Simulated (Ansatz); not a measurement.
# Time and memory for TiO2

```yaml
crystal:
  lattice:
    - [4.8126997814, 0.0, 0.0]
    - [0.0, 4.87188446, 0.0]
    - [-0.8628854487, 0.0, 4.9665942755]
  atoms:
    - { symbol: Ti, position: [0.27743526, 0.44719164, 0.71314827] }
    - { symbol: Ti, position: [0.72256474, 0.94719164, 0.78685173] }
    - { symbol: Ti, position: [0.72256474, 0.55280836, 0.28685173] }
    - { symbol: Ti, position: [0.27743526, 0.05280836, 0.21314827] }
    - { symbol: O, position: [0.44536099, 0.74236826, 0.96677186] }
    - { symbol: O, position: [0.55463901, 0.24236826, 0.53322814] }
    - { symbol: O, position: [0.55463901, 0.25763174, 0.03322814] }
    - { symbol: O, position: [0.44536099, 0.75763174, 0.46677186] }
    - { symbol: O, position: [0.06383822, 0.32303448, 0.35155674] }
    - { symbol: O, position: [0.93616178, 0.82303448, 0.14844326] }
    - { symbol: O, position: [0.93616178, 0.67696552, 0.64844326] }
    - { symbol: O, position: [0.06383822, 0.17696552, 0.85155674] }
kpoints:
  mp_grid: { grid: [5, 4, 4] }
scf:
  occupations: { method: fermi_dirac, width: 0.02 }
hamiltonian:
  xc: r2scan
  pseudopotentials: { kind: paw }
output:
  forces: true
  stress: true
  populations: true
  efg:
    quadrupole_moments_barn: { Ti: 0.247, O: -0.02558 }
    contact_densities: true
  write_density: true
  write_potential: true
  elf: true
  volumetric_format: npy
```

```sh
ansatz run input.yaml --threads 1 --pin off --max-ram 2560MiB --backend cpu --events-out ev --progress --plain --runs-dir out
```

It runs on 1 thread of Arm Neoverse V1 (aarch64; 8 cores open to the job, memory cap 2.5 GiB, no GPU), a shared host with a load of 0.5 a core.

**Question.** How much time and memory should be set aside?

**Answer.** About 51 s of wall time (51 s of CPU time) and 0.69 GiB. The run holds 96 valence electrons in 60 bands, about 2955 plane waves a k-point and 33 irreducible k-points, and took 9 SCF iterations. Times on a shared host vary by tens of per cent.
